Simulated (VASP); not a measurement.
# NaF (I4/mmm) in VASP: a series of runs, part 2 of 2

VASP 6.6.1.

## (3) Single point, r2SCAN

This run uses another cell than the first one, of the same volume but with other edges.

POSCAR

```
NaF
1.0
    0.0000000000      2.0295894937      3.0443842406
    2.0295894937      0.0000000000      3.0443842406
    2.0295894937      2.0295894937      0.0000000000
Na F
1 1
Direct
    0.0000000000      0.0000000000      0.0000000000
    0.5000000000      0.5000000000      0.5000000000
```

INCAR.step1

```
  PREC = Accurate
  ENCUT = 520
  ISMEAR = 0
  SIGMA = 0.05
  LREAL = False
  LASPH = True
  NELM = 100
  NBANDS = 14
  GGA = PE
  ALGO = Normal
  EDIFF = 1E-4
  LWAVE = True
  LCHARG = False
```

INCAR.step2

```
  PREC = Accurate
  ENCUT = 520
  EDIFF = 1E-7
  ISMEAR = 0
  SIGMA = 0.05
  LREAL = False
  LASPH = True
  NELM = 100
  ALGO = Normal
  ISIF = 2
  LWAVE = False
  LCHARG = False
  METAGGA = R2SCAN
  LMIXTAU = True
  NBANDS = 14
  ISTART = 1
```

KPOINTS

```
Automatic mesh
0
Gamma
  10 10 10
```

Potentials or basis: VASP PAW PBE potentials, release 64 (Na_pv, F).

Run with:

```console
$ cat potpaw_PBE.64/Na_pv/POTCAR potpaw_PBE.64/F/POTCAR > POTCAR
$ cp INCAR.step1 INCAR
$ mpirun -np 1 vasp_std > vasp.out
$ cp INCAR.step2 INCAR
$ mpirun -np 1 vasp_std > vasp.out
```

OUTCAR:

```text
PREC = Accurate
   ENCUT = 520
   EDIFF = 1E-7
   ISMEAR = 0
   LREAL = False
   LASPH = True
   NELM = 100
   ISIF = 2
   METAGGA = R2SCAN
   ISTART = 1

 ion  position               nearest neighbor table
   1  0.000  0.000  0.000-   2 2.03   2 2.03   2 2.03   2 2.03
   2  0.500  0.500  0.500-   1 2.03   1 2.03   1 2.03   1 2.03

  LATTYP: Found a body centered tetragonal cell.
 ALAT       =     2.8702729880
 C/A-ratio  =     2.1213203436

  Lattice vectors:

 A1 = (  -2.0295894937,   0.0000000000,   3.0443842406)
 A2 = (   2.0295894937,   0.0000000000,   3.0443842406)
 A3 = (   0.0000000000,   2.0295894937,  -3.0443842406)

Analysis of symmetry for initial positions (statically):
=====================================================================
 Subroutine PRICEL returns:
 Original cell was already a primitive cell.

 Routine SETGRP: Setting up the symmetry group for a
 body centered tetragonal supercell.

 Subroutine GETGRP returns: Found 16 space group operations
 (whereof 16 operations were pure point group operations)
 out of a pool of 16 trial point group operations.

The static configuration has the point symmetry D_4h.

Analysis of symmetry for dynamics (positions and initial velocities):
=====================================================================
 Subroutine PRICEL returns:
 Original cell was already a primitive cell.

 Routine SETGRP: Setting up the symmetry group for a
 body centered tetragonal supercell.

 Subroutine GETGRP returns: Found 16 space group operations
 (whereof 16 operations were pure point group operations)
 out of a pool of 16 trial point group operations.

The dynamic configuration has the point symmetry D_4h.

 Subroutine INISYM returns: Found 16 space group operations
 (whereof 16 operations are pure point group operations),
 and found     1 'primitive' translations

----------------------------------------------------------------------------------------

                                     Primitive cell

  volume of cell :      25.0811

  direct lattice vectors                    reciprocal lattice vectors
     0.000000000  2.029589494  3.044384241    -0.246355237  0.246355237  0.164236824
     2.029589494  0.000000000  3.044384241     0.246355237 -0.246355237  0.164236824
     2.029589494  2.029589494  0.000000000     0.246355237  0.246355237 -0.164236824

  length of vectors
     3.658894494  3.658894494  2.870272988     0.385169495  0.385169495  0.385169495

  position of ions in fractional coordinates (direct lattice)
     0.000000000  0.000000000  0.000000000
     0.500000000  0.500000000  0.500000000

  ion indices of the primitive-cell ions
   primitive index   ion index
                 1           1
                 2           2

----------------------------------------------------------------------------------------

 KPOINTS: Automatic mesh

Automatic generation of k-mesh.
 Grid dimensions read from file:
 generate k-points for:   10   10   10

 Generating k-lattice:

  Cartesian coordinates                     Fractional coordinates (reciprocal lattice)
    -0.024635524  0.024635524  0.016423682     0.100000000 -0.000000000  0.000000000
     0.024635524 -0.024635524  0.016423682    -0.000000000  0.100000000  0.000000000
[... 42 lines left out ...]
   total plane-waves  NPLWV =  18816
   dimension x,y,z NGX =    28 NGY =   28 NGZ =   24
   dimension x,y,z NGXF=    56 NGYF=   56 NGZF=   48
   ions per type =               1   1
   NGX,Y,Z   is equivalent  to a cutoff of  12.72, 12.72, 13.90 a.u.
   NGXF,Y,Z  is equivalent  to a cutoff of  25.44, 25.44, 27.80 a.u.
 SYSTEM =  unknown system
   PREC   = accura    normal or accurate (medium, high low for compatibility)
   ISTART =      1    job   : 0-new  1-cont  2-samecut
   ICHARG =      0    charge: 1-file 2-atom 10-const
   ISPIN  =      1    spin polarized calculation?
   LNONCOLLINEAR =      F non collinear calculations
   LSORBIT =      F    spin-orbit coupling
   LASPH  =      T    aspherical Exc in radial PAW
   ENCUT  =  520.0 eV  38.22 Ry    6.18 a.u.   6.80  6.80  5.34*2*pi/ulx,y,z
   NELM   =    100;   NELMIN=  2; NELMDL=  0     # of ELM steps
   EDIFF  = 0.1E-06   stopping-criterion for ELM
   LREAL  =      F    real-space projection
   EDIFFG = 0.1E-05   stopping-criterion for IOM
   NSW    =      0    number of steps for IOM
   IBRION =     -1    ionic relax: 0-MD 1-quasi-New 2-CG
   NFREE  =      0    steps in history (QN), initial steepest desc. (CG)
   ISIF   =      2    stress and relaxation
   ISYM   =      2    0-nonsym 1-usesym 2-fastsym
   POTIM  = 0.5000    time-step for ionic-motion
   TEBEG  =    0.0;   TEEND  =   0.0 temperature during run
   PSTRESS=    0.0 pullay stress
   NELECT =      14.0000    total number of electrons
   NUPDOWN=      -1.0000    fix difference up-down
   EMIN   =  10.00;   EMAX   =-10.00  energy-range for DOS
   EFERMI =   0.00;   METHOD = LEGACY
   ISMEAR =     0;   SIGMA  =   0.05  broadening in eV -4-tet -1-fermi 0-gaus
   EFERMI_NEDOS =   21; number of points for ismear=-14 and -15
   IALGO  =     38    algorithm
   IMIX   =      4    mixing-type and parameters
     AMIX     =   0.40;   BMIX     =  1.00
     AMIX_MAG =   1.60;   BMIX_MAG =  1.00
  volume/ion in A,a.u.               =      12.54        84.63
  Fermi-wavevector in a.u.,A,eV,Ry     =   1.347935  2.547227 24.720809  1.816928
  Thomas-Fermi vector in A             =   2.475645
   LORBIT       =      0    0 simple, 1 ext, 2 COOP (PROOUT), +10 PAW based schemes
   METAGGA = R2SCAN    functional components
   LHFCALC =     F    Hartree Fock is set to
   AEXX    =    0.0000 exact exchange contribution
   IVDW    =     0    specifies the selected vdW correction
   LEPSILON=     F    determine dielectric tensor
   LRPA    =     F    only Hartree local field effects (RPA)
 non-spin polarized calculation
 Gauss-broadening in eV      SIGMA  =   0.05
  energy-cutoff  :      520.00
  volume of cell :       25.08
 maximum number of plane-waves:       692
   NGX = 13   NGY = 13   NGZ = 11

 number of electron      14.0000011 magnetization

 Free energy of the ion-electron system (eV)
  ---------------------------------------------------
  ext. energy  EPLUGINS =         0.00000000
  ---------------------------------------------------
  free energy    TOTEN  =       -12.01544574 eV

  energy without entropy =      -12.01544574  energy(sigma->0) =      -12.01544574

 E-fermi :  -2.3309     XC(G=0):  -9.4896

 val. band max:       -2.6593948929   @ k =   0.0000   0.0000   0.0000
 cond. band min:       3.9330659607   @ k =   0.0000   0.0000   0.0000
 fundamental gap:      6.5924608536
 Fermi energy:        -2.3308709604

 k-point     1 :       0.0000    0.0000    0.0000
  band No.  band energies     occupation
      1     -23.2563      2.00000
      2     -21.9168      2.00000
      3     -21.7574      2.00000
      4     -21.7565      2.00000
      5      -3.1122      2.00000
      6      -2.6595      2.00000
      7      -2.6594      2.00000
      8       3.9331      0.00000
      9      16.3719      0.00000
     10      18.9047      0.00000
     11      19.4018      0.00000
     12      19.4020      0.00000
     13      19.6178      0.00000
     14      21.2600      0.00000
[... 377 lines left out ...]
      1     -23.3104      2.00000
      2     -21.9643      2.00000
      3     -21.7579      2.00000
      4     -21.6311      2.00000
      5      -4.0217      2.00000
      6      -2.8910      2.00000
      7      -2.7430      2.00000
      8       6.9643      0.00000
      9      13.3605      0.00000
     10      14.4255      0.00000
     11      19.9060      0.00000
     12      21.2902      0.00000
     13      24.1905      0.00000
     14      26.8898      0.00000

 [... further k-points ...]

------------------------ aborting loop because EDIFF is reached ----------------------------------------

  FORCE on cell =-STRESS in cart. coord.  units (eV):
  Direction    XX          YY          ZZ          XY          YZ          ZX
  --------------------------------------------------------------------------------------
  -------------------------------------------------------------------------------------
  Total        4.0351782      4.0351782     -0.7022122      0.0000000      0.0000000     -0.0000000
  in kB      257.7670652    257.7670652    -44.8572965      0.0000000      0.0000000     -0.0000000
  external PRESSURE =     156.8922779 kB  Pullay stress =       0.0000000 kB

 VOLUME and BASIS-vectors are now :
 -----------------------------------------------------------------------------
  energy-cutoff  :      520.00
  volume of cell :       25.08
      direct lattice vectors                 reciprocal lattice vectors
     0.000000000  2.029589494  3.044384241    -0.246355237  0.246355237  0.164236824
     2.029589494  0.000000000  3.044384241     0.246355237 -0.246355237  0.164236824
     2.029589494  2.029589494  0.000000000     0.246355237  0.246355237 -0.164236824

 POSITION                                       TOTAL-FORCE (eV/Angst)
 -----------------------------------------------------------------------------------
      0.00000      0.00000      0.00000        -0.000000      0.000000      0.000000
      2.02959      2.02959      3.04438         0.000000     -0.000000      0.000000
 -----------------------------------------------------------------------------------
    total drift:                                0.000000      0.000000      0.000000

  FREE ENERGIE OF THE ION-ELECTRON SYSTEM (eV)
  ---------------------------------------------------
  free  energy   TOTEN  =       -12.0154457448 eV

  energy  without entropy=      -12.0154457448  energy(sigma->0) =      -12.01544574
```

OUTCAR.step1:

```text
PREC = Accurate
   ENCUT = 520
   ISMEAR = 0
   LREAL = False
   LASPH = True
[... 631 lines left out ...]
      0.00000      0.00000      0.00000        -0.000000     -0.000000     -0.000000
      2.02959      2.02959      3.04438         0.000000      0.000000      0.000000
 -----------------------------------------------------------------------------------
    total drift:                                0.000000      0.000000      0.000000

  FREE ENERGIE OF THE ION-ELECTRON SYSTEM (eV)
  ---------------------------------------------------
  free  energy   TOTEN  =        -7.9278528594 eV

  energy  without entropy=       -7.9278528594  energy(sigma->0) =       -7.92785286
```

It took 69 s on 1 thread of Intel Xeon 6975P-C (Granite Rapids), shared host; peak memory 0.16 GiB.

Results:

| Item | Value |
| --- | --- |
| Free energy | -12.0154 eV |
| Pressure | 15.7 GPa |
| Band gap on the k mesh | 6.59 eV, direct |

Levels at points of the mesh, in eV from the valence-band top:
```tsv
k point	band 3	band 4	band 5	band 6	band 7	band 8	band 9	band 10	band 11	band 12
(0.00, 0.00, 0.00)	-19.10	-19.10	-0.45	0.00	0.00	6.59	19.03	21.56	22.06	22.06
(0.50, 0.00, 0.00)	-19.04	-18.12	-1.81	-0.69	-0.28	11.30	12.76	19.55	21.89	26.10
(0.50, 0.50, 0.00)	-19.11	-19.11	-1.59	-0.08	-0.08	10.60	14.58	16.84	24.47	24.47
(0.50, 0.00, 0.50)	-19.33	-19.23	-1.15	-0.91	-0.40	13.72	15.32	15.68	18.33	22.30
```

Caveat: so large a pressure means that the cell lies far from this level's equilibrium, or that cutoff or potentials fall short; the potentials were made for another functional, which shifts forces and pressure. r2SCAN opens gaps a little over a GGA but as a rule still falls short of measured ones.

## (4) Single point, r2SCAN

This run uses another cell than the first one, of the same volume but with other edges.

POSCAR

```
NaF
1.0
    0.0000000000      2.2506487970      2.4757136767
    2.2506487970      0.0000000000      2.4757136767
    2.2506487970      2.2506487970      0.0000000000
Na F
1 1
Direct
    0.0000000000      0.0000000000      0.0000000000
    0.5000000000      0.5000000000      0.5000000000
```

INCAR.step1

```
SYSTEM = NaF
ALGO     = Normal         ! electronic algorithm
EDIFF    = 1E-4           ! SCF threshold, eV
ENCUT    = 520            ! plane-wave cutoff, eV
GGA      = PE             ! functional
ISMEAR   = 0              ! smearing method
LASPH    = .TRUE.         ! aspherical terms in the spheres
LCHARG   = .FALSE.        ! write CHGCAR
LREAL    = .FALSE.        ! projectors in reciprocal space
LWAVE    = .TRUE.         ! write WAVECAR
NBANDS   = 14             ! bands
NELM     = 60             ! most SCF steps
PREC     = Accurate       ! precision mode
SIGMA    = 0.05           ! smearing width, eV
```

INCAR.step2

```
SYSTEM = NaF
ALGO     = Normal         ! electronic algorithm
EDIFF    = 1E-6           ! SCF threshold, eV
ENCUT    = 520            ! plane-wave cutoff, eV
ISIF     = 2              ! what is computed and relaxed
ISMEAR   = 0              ! smearing method
ISTART   = 1            
LASPH    = .TRUE.         ! aspherical terms in the spheres
LCHARG   = .FALSE.        ! write CHGCAR
LMIXTAU  = .TRUE.       
LREAL    = .FALSE.        ! projectors in reciprocal space
LWAVE    = .FALSE.        ! write WAVECAR
METAGGA  = R2SCAN         ! meta-GGA
NBANDS   = 14             ! bands
NELM     = 60             ! most SCF steps
PREC     = Accurate       ! precision mode
SIGMA    = 0.05           ! smearing width, eV
```

KPOINTS

```
k-points
0
G
  10 10 10
  0 0 0
```

Potentials or basis: VASP PAW PBE potentials, release 64 (Na_pv, F).

Run with:

```console
$ cat potpaw_PBE.64/Na_pv/POTCAR potpaw_PBE.64/F/POTCAR > POTCAR
$ cp INCAR.step1 INCAR
$ mpirun -np 1 vasp_std > vasp.out
$ cp INCAR.step2 INCAR
$ mpirun -np 1 vasp_std > vasp.out
```

OUTCAR:

```text
SYSTEM = NaF
   EDIFF = 1E-6
   ENCUT = 520
   ISIF = 2
   ISMEAR = 0
   ISTART = 1
   LASPH = .TRUE.
   LREAL = .FALSE.
   METAGGA = R2SCAN
   NELM = 60
   PREC = Accurate

 ion  position               nearest neighbor table
   1  0.000  0.000  0.000-   2 2.25   2 2.25   2 2.25   2 2.25
   2  0.500  0.500  0.500-   1 2.25   1 2.25   1 2.25   1 2.25

  LATTYP: Found a body centered tetragonal cell.
 ALAT       =     3.1828980529
 C/A-ratio  =     1.5556349186

  Lattice vectors:

 A1 = (  -2.2506487970,   0.0000000000,   2.4757136767)
 A2 = (   2.2506487970,   0.0000000000,   2.4757136767)
 A3 = (   0.0000000000,   2.2506487970,  -2.4757136767)

Analysis of symmetry for initial positions (statically):
=====================================================================
 Subroutine PRICEL returns:
 Original cell was already a primitive cell.

 Routine SETGRP: Setting up the symmetry group for a
 body centered tetragonal supercell.

 Subroutine GETGRP returns: Found 16 space group operations
 (whereof 16 operations were pure point group operations)
 out of a pool of 16 trial point group operations.

The static configuration has the point symmetry D_4h.

Analysis of symmetry for dynamics (positions and initial velocities):
=====================================================================
 Subroutine PRICEL returns:
 Original cell was already a primitive cell.

 Routine SETGRP: Setting up the symmetry group for a
 body centered tetragonal supercell.

 Subroutine GETGRP returns: Found 16 space group operations
 (whereof 16 operations were pure point group operations)
 out of a pool of 16 trial point group operations.

The dynamic configuration has the point symmetry D_4h.

 Subroutine INISYM returns: Found 16 space group operations
 (whereof 16 operations are pure point group operations),
 and found     1 'primitive' translations

----------------------------------------------------------------------------------------

[... 123 lines left out ...]
 non-spin polarized calculation
 Gauss-broadening in eV      SIGMA  =   0.05
  energy-cutoff  :      520.00
  volume of cell :       25.08
 maximum number of plane-waves:       692
 NGX is ok and might be reduce to    28

 number of electron      14.0000001 magnetization

 Free energy of the ion-electron system (eV)
  ---------------------------------------------------
  ext. energy  EPLUGINS =         0.00000000
  ---------------------------------------------------
  free energy    TOTEN  =       -12.56225809 eV

  energy without entropy =      -12.56225809  energy(sigma->0) =      -12.56225809

 E-fermi :  -2.5130     XC(G=0):  -9.7176

 val. band max:       -2.7587313291   @ k =   0.0000   0.0000   0.0000
 cond. band min:       4.3359506887   @ k =   0.0000   0.0000   0.0000
 fundamental gap:      7.0946820178
 Fermi energy:        -2.5129527843

 k-point     1 :       0.0000    0.0000    0.0000
  band No.  band energies     occupation
      1     -23.0553      2.00000
      2     -22.2767      2.00000
      3     -22.2419      2.00000
      4     -22.2416      2.00000
      5      -2.7731      2.00000
      6      -2.7588      2.00000
      7      -2.7587      2.00000
      8       4.3360      0.00000
      9      16.6040      0.00000
     10      17.2709      0.00000
     11      17.2710      0.00000
     12      19.6872      0.00000
     13      20.9504      0.00000
     14      23.6371      0.00000
[... 377 lines left out ...]
      1     -23.0565      2.00000
      2     -22.3191      2.00000
      3     -22.2675      2.00000
      4     -22.1476      2.00000
      5      -3.9228      2.00000
      6      -3.0786      2.00000
      7      -3.0026      2.00000
      8       8.3566      0.00000
      9      12.2714      0.00000
     10      14.3688      0.00000
     11      18.4123      0.00000
     12      18.7161      0.00000
     13      23.4287      0.00000
     14      25.7698      0.00000

 [... further k-points ...]

------------------------ aborting loop because EDIFF is reached ----------------------------------------

  FORCE on cell =-STRESS in cart. coord.  units (eV):
  Direction    XX          YY          ZZ          XY          YZ          ZX
  --------------------------------------------------------------------------------------
  -------------------------------------------------------------------------------------
  Total        0.1638417      0.1638417     -0.8530826      0.0000000      0.0000000      0.0000000
  in kB       10.4662023     10.4662023    -54.4948895      0.0000000      0.0000000      0.0000000
  external PRESSURE =     -11.1874950 kB  Pullay stress =       0.0000000 kB

 VOLUME and BASIS-vectors are now :
 -----------------------------------------------------------------------------
  energy-cutoff  :      520.00
  volume of cell :       25.08
      direct lattice vectors                 reciprocal lattice vectors
     0.000000000  2.250648797  2.475713677    -0.222158162  0.222158162  0.201961965
     2.250648797  0.000000000  2.475713677     0.222158162 -0.222158162  0.201961965
     2.250648797  2.250648797  0.000000000     0.222158162  0.222158162 -0.201961965

 POSITION                                       TOTAL-FORCE (eV/Angst)
 -----------------------------------------------------------------------------------
      0.00000      0.00000      0.00000         0.000000     -0.000000     -0.000000
      2.25065      2.25065      2.47571        -0.000000      0.000000      0.000000
 -----------------------------------------------------------------------------------
    total drift:                                0.000000      0.000000      0.000000

  FREE ENERGIE OF THE ION-ELECTRON SYSTEM (eV)
  ---------------------------------------------------
  free  energy   TOTEN  =       -12.5622580893 eV

  energy  without entropy=      -12.5622580893  energy(sigma->0) =      -12.56225809
```

OUTCAR.step1:

```text
SYSTEM = NaF
   EDIFF = 1E-4
   ENCUT = 520
   GGA = PE
   ISMEAR = 0
   LASPH = .TRUE.
   LREAL = .FALSE.
[... 631 lines left out ...]
      0.00000      0.00000      0.00000        -0.000000     -0.000000     -0.000000
      2.25065      2.25065      2.47571         0.000000      0.000000      0.000000
 -----------------------------------------------------------------------------------
    total drift:                                0.000000      0.000000      0.000000

  FREE ENERGIE OF THE ION-ELECTRON SYSTEM (eV)
  ---------------------------------------------------
  free  energy   TOTEN  =        -8.5274330876 eV

  energy  without entropy=       -8.5274330876  energy(sigma->0) =       -8.52743309
```

Run time: 67 s. Hardware: 1 thread of Intel Xeon 6975P-C (Granite Rapids), shared host; peak memory 0.16 GiB.

Results:

* Free energy: -12.5623 eV
* Pressure: -1.1 GPa
* Band gap on the k mesh: 7.09 eV, direct

Stress tensor (GPa, compression positive):
```
 1.05  0.00  0.00
 0.00  1.05  0.00
 0.00  0.00 -5.45
```

Caveat: the PAW data sets were made with another functional, which shifts forces and pressure a little. A k mesh can miss the band edges.
